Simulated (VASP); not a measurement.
Crystal: SnS.

```xyz
8
Lattice="11.2000 0.0000 0.0000 0.0000 3.9870 0.0000 0.0000 0.0000 4.3340" Properties=species:S:1:pos:R:3 pbc="T T T"
Sn    1.3373    0.9968    0.5192
Sn    4.2627    2.9903    2.6862
Sn    6.9373    0.9968    1.6478
Sn    9.8627    2.9903    3.8148
S     9.5290    0.9968    2.0773
S     7.2710    2.9903    4.2443
S     3.9290    0.9968    0.0897
S     1.6710    2.9903    2.2567
```

- Program: VASP 6.6.1
- Task: relaxation of cell and atoms
- Functional: PBEsol
- Potentials or basis: VASP PAW PBE potentials, release 64 (Sn_d, S)
- Cutoff: 600 eV
- k mesh: 4 × 8 × 6
- Occupations: gaussian, width 0.03 eV
- Spin: no spin polarisation

At the start: pressure -0.8 GPa; volume 24.19 Å³/atom.

Question: How do energy, volume and symmetry change on relaxing?

Answer: Over 17 steps the energy falls by 3.3 meV/atom and the volume is 23.42 Å³/atom (-3.2 %); space group Pnma (No. 62, to 0.05 Å).

The path:
| step | energy change (eV) | largest force (eV/Å) | pressure (GPa) | volume (Å³) |
| --- | --- | --- | --- | --- |
| 1 | 0.0000 | 0.0741 | -0.79 | 193.53 |
| 2 | -0.0097 | 0.1417 | 0.13 | 190.21 |
| 3 | -0.0097 | 0.1445 | 0.17 | 190.10 |
| 4 | -0.0166 | 0.0946 | 0.11 | 189.32 |
| 5 | -0.0225 | 0.0337 | 0.02 | 187.85 |
| 6 | -0.0226 | 0.0383 | 0.03 | 187.65 |
| 7 | -0.0247 | 0.0292 | -0.04 | 187.49 |
| 8 | -0.0246 | 0.0292 | -0.03 | 187.48 |
| 9 | -0.0254 | 0.0155 | 0.05 | 187.24 |
| 10 | -0.0255 | 0.0152 | 0.09 | 187.09 |
| 11 | -0.0257 | 0.0241 | -0.09 | 187.58 |
| 12 | -0.0258 | 0.0208 | -0.02 | 187.43 |
| 13 | -0.0258 | 0.0204 | -0.05 | 187.45 |
| 14 | -0.0259 | 0.0183 | -0.02 | 187.43 |
| 15 | -0.0260 | 0.0166 | -0.01 | 187.41 |
| 16 | -0.0262 | 0.0091 | 0.02 | 187.33 |
| 17 | -0.0262 | 0.0094 | -0.01 | 187.35 |

Final structure:
```xyz
8
Lattice="11.0830 0.0000 0.0000 0.0000 3.9845 0.0000 0.0000 0.0000 4.2425" Properties=species:S:1:pos:R:3 pbc="T T T"
Sn    1.3112    0.9961    0.4812
Sn    4.2303    2.9883    2.6024
Sn    6.8527    0.9961    1.6401
Sn    9.7718    2.9883    3.7613
S     9.4592    0.9961    2.0070
S     7.1652    2.9883    4.1283
S     3.9177    0.9961    0.1142
S     1.6238    2.9883    2.2355
```

Caveat: the PAW data sets were made with another functional, which shifts forces and pressure a little.
